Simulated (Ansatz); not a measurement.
Ge under changes of volume

One of the cells (19.014 Å³/atom); the others are scaled copies at fixed shape and fractional positions:

```
Ge
1.0
    -2.49590    2.65086    1.43695
     2.49590   -2.65086    1.43695
     2.49590    2.65086   -1.43695
Ge
2
Direct
  0.31406 0.06406 0.25000
  0.68594 0.93594 0.75000
```

This isn't the form of Ge at room conditions, which is diamond.

| Property | Result |
| --- | --- |
| Program | Ansatz 0.2.0 |
| Functional | PBE0 |
| Potentials or basis | Ansatz PAW |
| Cutoff | 420 eV (not typed: the program's choice for these potentials) |
| k mesh | 6 × 6 × 6 |
| Occupations | fermi-dirac, width 0.05 eV |
| Spin | no spin polarisation |

```csv
volume (Å³/atom),energy over the lowest point (meV/atom),pressure (GPa),largest force (eV/Å)
17.874,8.06,3.9,0.072
18.254,?,?,?
18.634,0.00,0.6,0.041
19.014,0.48,-1.0,0.039
19.395,4.60,-2.4,0.038
19.775,11.98,-3.7,0.037
20.155,22.27,-4.9,0.037
```

Task: What does the run at 18.254 Å³/atom give?

Result: Energy over the lowest point 1.15 meV/atom; pressure 1.9 GPa; largest force 0.071 eV/Å.

Worked out: A Birch-Murnaghan fit of order 3 (a polynomial in V^(-2/3)) to the other rows has its minimum at 18.74 Å³/atom with B0 = V·E''(V) = 68 GPa (rough, since the energies scatter) at fixed shape and positions, which overstates the stiffness. It gives 2.40 meV/atom at 18.254 Å³/atom, against the run's 1.15, and -dE/dV = 1.7 GPa, against 1.9.

Energies are extrapolated to zero smearing.

Caveats: all runs use coarse meshes; the PAW data sets come from PBE, with cores solved anew for the run's functional, which leaves a small shift of forces and pressure; the thresholds are loose for stress.
